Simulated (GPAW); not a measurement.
The system is ZrC.

```
CELL_PARAMETERS angstrom
0.00000 2.36500 2.36500
2.36500 0.00000 2.36500
2.36500 2.36500 0.00000
ATOMIC_POSITIONS crystal
Zr 0.50000 0.50000 0.50000
C 0.00000 0.00000 0.00000
```

| Item | Value |
| --- | --- |
| Program | GPAW 26.7.0 |
| Task | relaxation of cell and atoms |
| Functional | PBEsol |
| Dispersion | D4 |
| Potentials or basis | PAW data sets generated in the run's folder for this functional |
| Cutoff | 800 eV |
| Basis | pw |
| k mesh | 10 × 10 × 10 |
| Occupations | fermi-dirac, width 0.05 eV |
| Spin | no spin polarisation |

At the start: pressure -11.1 GPa; volume 13.23 Å³/atom.

Question: How do energy, volume and symmetry change on relaxing?

Answer: Over 4 steps the energy falls by 23.2 meV/atom and the volume is 12.57 Å³/atom (-5.0 %); space group Fm-3m (No. 225, to 0.05 Å).

Step by step:
| step | energy change (eV) | largest force (eV/Å) | pressure (GPa) | volume (Å³) |
| --- | --- | --- | --- | --- |
| 1 | 0.0000 | 0.0000 | -11.12 | 26.46 |
| 2 | -0.0289 | 0.0000 | -7.13 | 25.94 |
| 3 | -0.0464 | 0.0000 | 0.42 | 25.09 |
| 4 | -0.0465 | 0.0000 | -0.01 | 25.13 |

Final structure:
```
CELL_PARAMETERS angstrom
0.00000 2.32494 2.32494
2.32494 0.00000 2.32494
2.32494 2.32494 0.00000
ATOMIC_POSITIONS crystal
Zr 0.50000 0.50000 0.50000
C 0.00000 0.00000 0.00000
```

Caveat: later steps reuse the first step's grids; pairwise dispersion overbinds metals, which lowers pressure and volume.
